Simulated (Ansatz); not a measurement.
# GaN (P6_3mc) in Ansatz: notebook

One crystal, GaN, is run at these levels: PBEsol; tasks: band structure.

Program: Ansatz 0.2.0. These are calculated values, not measurements. Logs are shortened: lines on timing, memory, paths and dates and some standing lists are left out, and cuts for length are marked.

**The experiment to reproduce.**

From “Studying electronic properties in GaN without electrical contacts using γ-γ vs e−-γ Perturbed Angular Correlations”, 2019, pmc:6823545, for a bulk crystal of GaN: band gap 3.503 ± 0.005 eV (direct).

The runs below are set against these values where they give the same quantity.

## (1) The structure

Symmetry: P6_3mc, No. 186, hexagonal system. The conventional cell has a = 3.180 Å, b = 3.180 Å, c = 5.166 Å, α = 90.00°, β = 90.00°, γ = 120.00°. Around Ga (site symmetry 3m) lie 4 N at 1.94 to 1.95 Å. Around N (site symmetry 3m) lie 4 Ga at 1.94 to 1.95 Å.

## (2) Band structure, PBEsol

Input file input.yaml:

```yaml
crystal:
  lattice:
    - [3.18, 0.0, 0.0]
    - [-1.59, 2.753960784, 0.0]
    - [0.0, 0.0, 5.166]
  atoms:
    - { symbol: Ga, position: [0.6666666667, 0.3333333333, 0.5] }
    - { symbol: Ga, position: [0.3333333333, 0.6666666667, 0.0] }
    - { symbol: "N", position: [0.6666666667, 0.3333333333, 0.875] }
    - { symbol: "N", position: [0.3333333333, 0.6666666667, 0.375] }
kpoints:
  mp_grid: { grid: [8, 8, 4] }
  band_path:
    path:
      - [0.0, 0.0, 0.0]
      - [0.5, 0.0, 0.0]
      - [0.3333333333, 0.3333333333, 0.0]
      - [0.0, 0.0, 0.0]
      - [0.0, 0.0, 0.5]
      - [0.5, 0.0, 0.5]
      - [0.3333333333, 0.3333333333, 0.5]
      - [0.0, 0.0, 0.5]
    npoints: 6
scf:
  occupations: { method: fermi_dirac, width: 0.05 }
hamiltonian:
  xc: pbesol
  pseudopotentials: { kind: all_electron, lapw: { basis_error: 0.002 } }
output:
  forces: true
  stress: true
  eigenvalues: true
```

Potentials or basis: all-electron LAPW, scalar-relativistic.

Command:

```bash
> ansatz run input.yaml --threads 2 --pin off --max-ram 8192MiB --backend cpu --events-out ev --progress --plain --runs-dir out
```

The program printed:

```text
Warning: RAYON_NUM_THREADS=2 ignored (pool sized by the plan → 2); use --threads N
LAPW: plane waves up to 10.183 Å⁻¹, error target 2.0e-3 eV per atom; small_component_spin mean_spin; N in spheres of 0.848 Å, 7 of its electrons in bands, Dirac shells []; Ga in spheres of 1.090 Å, 21 of its electrons in bands, Dirac shells [] (how accurate: hamiltonian.pseudopotentials.lapw.basis_error, Limitations)
Engine: ansatz 0.2.0, aarch64-unknown-linux-gnu
Pseudopotentials: kind: all_electron
Pseudopotential: Ga, LAPW, valence charge 21, lapw/all_electron/scalar/gaussian/Ga, Koelling and Harmon's equation, gaussian nucleus
Pseudopotential: N, LAPW, valence charge 7, lapw/all_electron/scalar/gaussian/N, Koelling and Harmon's equation, gaussian nucleus
Functional definition: PBEsol
  exchange = pbesol_x
  correlation = pbesol_c
Crystal: 4 atoms, lattice volume = 45.242 Å³
Basis set: ecut = 395.09461350502477 eV, 785 PW (Γ), exchange–correlation at level 2
Bands: 34, of which v1, the nominal top of the filled ones, is band 28 counted from 1 (27 counted from 0)
Symmetry: 12 space group operations
Space group: P63mc (ITA 186), of the structure as read, at distance tolerance 3.6e-5 Å
k-points: 30 of 256 (time reversal used)
Non-local potential: Ga, projectors of the file, none
Non-local potential: N, projectors of the file, none
Initial density: superposition of atomic densities (chi_scale 0.1, normalization cell, long waves kept (reshape's long-wave potential 0.00 eV rms))
Initial wavefunctions: plane waves of lowest kinetic energy (no species holds an atomic orbital)
Functional: x = pbesol(κ = 0.804, μ = 0.12345679012345678), c = pbesol(β = 0.046)
iter 1 solved again at ethr=1.77e-2 eV; its pass at ethr=1.00e-1 eV (dr2=9.93e0 eV) is discarded
SCF iter   1: F=—  HF=-108695.470027 eV  |F-HF|=—  |Δ(HF+E_count)|=         —  Δρ=1.33e-1  dr2=9.93e0  ethr=1.77e-2  ⟨swp⟩=2.0  Hψ=6688  notcnv=0
preconditioner: auto → Resta (q_TF=auto, 2.827 Å⁻¹)  ε∞=4.7  [insulator: Δε(μ)=3.309 eV  Ē_g=17.175 eV  σ=0.050 eV  W_gap=1.00  n_scr=22 (ndim 8)  ℏωp=33.1 eV  f_vac=0.000  D(μ)=0.00/eV (n_scr^D=0)  ε∞_Penn≈4.7]
iter 2 solved again at ethr=7.01e-4 eV; its pass at ethr=1.77e-2 eV (dr2=3.93e-1 eV) is discarded
SCF iter   2: F=—  HF=-108691.820874 eV  |F-HF|=—  |Δ(HF+E_count)|=    3.65e0  Δρ=3.12e-2  dr2=3.92e-1  ethr=7.01e-4  ⟨swp⟩=2.0  Hψ=5316  notcnv=0
SCF iter   3: F=—  HF=-108691.721814 eV  |F-HF|=—  |Δ(HF+E_count)|=         —  Δρ=2.41e-2  dr2=3.21e-1  ethr=7.01e-4  ⟨swp⟩=2.0  Hψ=3015  notcnv=0
the basis was enlarged: its passes take 229.0 KiB over the memory plan, 2 of 2 planned eigensolver slots
SCF iter   4: F=—  HF=-108691.745899 eV  |F-HF|=—  |Δ(HF+E_count)|=   2.41e-2  Δρ=9.79e-3  dr2=5.46e-2  ethr=5.73e-4  ⟨swp⟩=2.2  Hψ=3018  notcnv=0
SCF iter   5: F=—  HF=-108691.659605 eV  |F-HF|=—  |Δ(HF+E_count)|=   8.63e-2  Δρ=2.67e-3  dr2=3.25e-3  ethr=9.76e-5  ⟨swp⟩=2.5  Hψ=3085  notcnv=0
SCF iter   6: F=—  HF=-108691.657958 eV  |F-HF|=—  |Δ(HF+E_count)|=   1.65e-3  Δρ=6.78e-4  dr2=2.56e-4  ethr=5.81e-6  ⟨swp⟩=2.5  Hψ=2877  notcnv=0
SCF iter   7: F=—  HF=-108691.658116 eV  |F-HF|=—  |Δ(HF+E_count)|=   1.59e-4  Δρ=2.05e-4  dr2=2.29e-5  ethr=4.57e-7  ⟨swp⟩=3.0  Hψ=2903  notcnv=0
SCF iter   8: F=—  HF=-108691.658117 eV  |F-HF|=—  |Δ(HF+E_count)|=   9.87e-7  Δρ=2.41e-5  dr2=2.59e-7  ethr=4.08e-8  ⟨swp⟩=3.0  Hψ=3008  notcnv=0
SCF iter   9: F=-108691.658118 eV  HF=-108691.658118 eV  |F-HF|=1.06e-8  |Δ(HF+E_count)|=   1.18e-7  Δρ=4.70e-6  dr2=1.00e-8  ethr=4.63e-10  ⟨swp⟩=3.0  Hψ=2895  notcnv=0
SCF 1 converged in 9 iterations: F = -108691.658118 eV  dr2 = 1.00e-8
NSCF: frozen V_eff on 43 k-points
SCF converged after 9 iterations
Free energy (F): -108691.658118 eV
Harris-Foulkes:  -108691.658118 eV  (|F-HF|=1.06e-8)
Internal energy: -108691.658118 eV  (E = F + TS)
E sigma→0 (E₀):  -108691.658118 eV
Fermi energy:    12.477309 eV
--- Per-component energies (eV) ---
  E_band       = -2888.964595
  E_kinetic    = 110750.599518
  E_xc         = -4405.129839
  E_electrostatic = -215037.127796  (all electrons and nuclei)
  E_smearing   = -0.000000  (= −TS)
  E_closure    = 0.000000  (closes the sum)
  E_atoms      = -108665.396553  (free atoms, spherical and without spin; not in F)
  Σ components = -108691.658118   (vs F -108691.658118, Δ=0.00e0)
  Basis errors (estimates in eV, not in F): energy 9.1e-4 per atom: plane waves 8.3e-4 (5.0e-4 summed), levels above the bands 3.3e-83, relativity 1.6e-8, radial functions 7.6e-5, core shells 4.4e-10; eigenvalues (radial functions only) 6.2e-6; not estimated: angular momenta, meshes, grids; target (lapw.basis_error) 2.0e-3; muffin-tin radii N 0.848 Å, Ga 1.090 Å
--- Forces (eV/Å), atoms counted from 1 ---
  atom   1  Ga    -0.00000000     0.00000000    -0.13258658
  atom   2  Ga    -0.00000000    -0.00000000    -0.13258658
  atom   3  N      0.00000000     0.00000000     0.13259103
  atom   4  N      0.00000000    -0.00000000     0.13259103
  max |Σ_I F_I| component: 8.90e-6 eV/Å
--- Stress (GPa, compression-positive) ---
        0.323574      -0.000000       0.000000
       -0.000000       0.323574      -0.000000
        0.000000      -0.000000       2.404428
  P = ⅓ Tr σ = 1.0172 GPa (10.172 kbar)
--- Band table (eV; the first three rows and the last of 30) ---
  k-point 0: bands = ["-362.1180", "-362.1180", "-130.1868", "-130.1867", "-81.1022", "-81.1021", "-81.1021", "-81.1018", "-81.1018", "-81.1006", "-4.5724", "-3.6156", "-2.0122", "-1.9901", "-1.9901", "-1.9259", "-1.9259", "-1.7329", "-1.7329", "-1.6295", "-1.6295", "-0.3483", "4.2725", "10.4158", "10.4158", "11.4271", "11.4890", "11.4890", "13.4123", "15.7162", "20.6434", "21.3106", "21.3106", "22.2347"]
  k-point 1: bands = ["-362.1180", "-362.1180", "-130.1867", "-130.1867", "-81.1020", "-81.1020", "-81.1020", "-81.1018", "-81.1018", "-81.1008", "-4.3894", "-3.6926", "-1.9864", "-1.9864", "-1.9577", "-1.9406", "-1.9406", "-1.7125", "-1.7125", "-1.6398", "-1.6398", "-0.9288", "5.3664", "9.9227", "10.5661", "10.5661", "11.3250", "11.3250", "14.6023", "15.8252", "20.2527", "21.0095", "21.3947", "21.3947"]
  k-point 2: bands = ["-362.1180", "-362.1180", "-130.1867", "-130.1867", "-81.1019", "-81.1019", "-81.1019", "-81.1019", "-81.1014", "-81.1014", "-3.9840", "-3.9840", "-1.9687", "-1.9687", "-1.9687", "-1.9687", "-1.6713", "-1.6713", "-1.6713", "-1.6713", "-1.6642", "-1.6642", "7.5851", "7.5851", "10.9386", "10.9386", "10.9386", "10.9386", "15.7245", "15.7245", "19.9242", "19.9242", "21.8292", "21.8292"]
  k-point 29: bands = ["-362.1180", "-362.1180", "-130.1867", "-130.1867", "-81.1030", "-81.1030", "-81.1026", "-81.1026", "-81.1012", "-81.1012", "-3.4525", "-3.4525", "-1.8856", "-1.8856", "-1.8462", "-1.8462", "-1.7174", "-1.7174", "-1.6739", "-1.6739", "0.0309", "0.0309", "5.1594", "5.1594", "7.4951", "7.4951", "9.9345", "9.9345", "17.4839", "17.4839", "19.1318", "19.1318", "20.4308", "20.4308"]
```

It took 19 s on 2 threads of Arm Neoverse V2, shared host; peak memory 0.36 GiB.

What came out:

| Quantity | Value |
| --- | --- |
| Free energy | -108691.6581 eV |
| Pressure | 1.0 GPa |
| Largest force | 0.133 eV/Å |
| Band gap on the k mesh | 1.92 eV, direct |
| Band gap along the path | 1.92 eV, direct |

Forces in eV/Å, atoms in the order of the input:
```
Ga   0.000  0.000 -0.133
Ga   0.000  0.000 -0.133
N    0.000  0.000  0.133
N    0.000  0.000  0.133
```

Stress tensor (GPa, compression positive):
```
0.32 0.00 0.00
0.00 0.32 0.00
0.00 0.00 2.40
```

Levels at the corners of the path, in eV from the valence-band top:
| point | band 26 | band 27 | band 28 | band 29 | band 30 | band 31 |
| --- | --- | --- | --- | --- | --- | --- |
| Γ | -0.06 | 0.00 | 0.00 | 1.92 | 4.23 | 9.15 |
| M | -2.81 | -2.30 | -1.00 | 4.94 | 5.54 | 5.96 |
| K | -3.08 | -3.08 | -2.75 | 4.97 | 7.84 | 7.84 |
| Γ | -0.06 | 0.00 | 0.00 | 1.92 | 4.23 | 9.15 |
| A | -0.55 | -0.55 | -0.55 | 4.24 | 4.24 | 8.44 |
| L | -1.98 | -1.95 | -1.95 | 4.31 | 4.31 | 7.75 |
| H | -4.29 | -1.52 | -1.52 | 6.41 | 6.41 | 7.20 |
| A | -0.55 | -0.55 | -0.55 | 4.24 | 4.24 | 8.44 |

## (3) Band structure, PBEsol, spin-orbit coupling, no magnetisation

Changes to input.yaml since step 2:

```diff
@@ -28,2 +28,5 @@
   pseudopotentials: { kind: all_electron, lapw: { basis_error: 0.002 } }
+magnetization:
+  noncollinear: true
+  spin_orbit: true
 output:
```

Potentials or basis: all-electron LAPW, relativistic spinors.

Command:

```bash
> ansatz run input.yaml --threads 2 --pin off --max-ram 8192MiB --backend cpu --events-out ev --progress --plain --runs-dir out
```

Wall time 95 s (2 threads of Arm Neoverse V2, shared host); peak memory 0.67 GiB.

The run converged. Its results:

- Free energy: -108696.0752 eV
- Pressure: 1.0 GPa
- Largest force: 0.132 eV/Å
- Band gap on the k mesh: 1.92 eV, direct
- Band gap along the path: 1.92 eV, direct

Forces on the atoms (eV/Å):
```
Ga   0.000  0.000 -0.132
Ga   0.000  0.000 -0.132
N    0.000  0.000  0.132
N    0.000  0.000  0.132
```

Stress tensor (GPa, compression positive):
```
0.30 0.00 0.00
0.00 0.30 0.00
0.00 0.00 2.38
```

Levels at the corners of the path, in eV from the valence-band top:
| point | band 54 | band 55 | band 56 | band 57 | band 58 | band 59 |
| --- | --- | --- | --- | --- | --- | --- |
| Γ | -0.01 | 0.00 | 0.00 | 1.92 | 1.92 | 4.22 |
| M | -2.31 | -1.00 | -1.00 | 4.94 | 4.94 | 5.54 |
| K | -3.06 | -2.76 | -2.76 | 4.97 | 4.97 | 7.83 |
| Γ | -0.01 | 0.00 | 0.00 | 1.92 | 1.92 | 4.22 |
| A | -0.54 | -0.54 | -0.54 | 4.23 | 4.23 | 4.23 |
| L | -1.94 | -1.94 | -1.94 | 4.31 | 4.31 | 4.31 |
| H | -1.53 | -1.52 | -1.52 | 6.39 | 6.39 | 6.41 |
| A | -0.54 | -0.54 | -0.54 | 4.23 | 4.23 | 4.23 |

## (4) Against experiment

Step 2. Measured gap of GaN: 3.503 eV (direct; quoted in “Studying electronic properties in GaN without electrical contacts using γ-γ vs e−-γ Perturbed Angular Correlations”, 2019, pmc:6823545). This calculation gives 1.92 eV (-1.58 eV). Spin-orbit coupling on Ga is left out. The value is that of PBEsol, without temperature or zero-point motion. Semilocal functionals fall short of measured gaps as a rule.

Step 3. A measured gap of GaN is 3.503 eV (direct; quoted in “Studying electronic properties in GaN without electrical contacts using γ-γ vs e−-γ Perturbed Angular Correlations”, 2019, pmc:6823545); the calculated 1.92 eV misses it by -1.58 eV. The value is that of PBEsol, without temperature or zero-point motion. Semilocal functionals fall short of measured gaps as a rule.
